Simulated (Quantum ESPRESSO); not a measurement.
The system is NiO.

```
Ni O
1.0
     0.00000    2.09131    2.09131
     2.09131    0.00000    2.09131
     2.09131    2.09131    0.00000
Ni O
1 1
Cartesian
  0.0000 0.0000 0.0000
  2.0913 2.0913 2.0913
```

Base run:

```yaml
Program: Quantum ESPRESSO 7.5
Functional: PW91
Potentials_or_basis: PseudoDojo 0.4.1 SR LDA stringent
Cutoff: 1415 eV
Density_cutoff: 5660 eV
k_mesh: 8 × 8 × 8
Occupations: gaussian, width 0.05 eV
Spin: collinear spin, ferromagnetic start
Starting_moments: "[2.0, 0.0] μB"
Hubbard_terms: Ni d U = 7 eV
```

Its results: band gap on the k mesh 2.67 eV, indirect (least direct gap 3.46 eV); pressure 10.8 GPa; net moment 2.00 μB per cell; site moments Ni +1.74; O +0.19 μB.

Q: After a change of settings the same cell gave: band gap on the k mesh 1.95 eV, indirect (least direct gap 2.78 eV); pressure -6.0 GPa; net moment 2.00 μB per cell; site moments Ni +1.71; O +0.22 μB. Which change was it?
A. functional from PW91 to revPBE
B. functional from PW91 to LDA
C. functional from PW91 to PBEsol
D. functional from PW91 to PBE

A: B.

LDA binds more tightly than PW91, so the same cell stands under less pressure.

Caveats: a cell with one magnetic atom can't hold antiferromagnetic order, which such compounds often take; the potentials were made for another functional, which shifts forces and pressure (some runs).
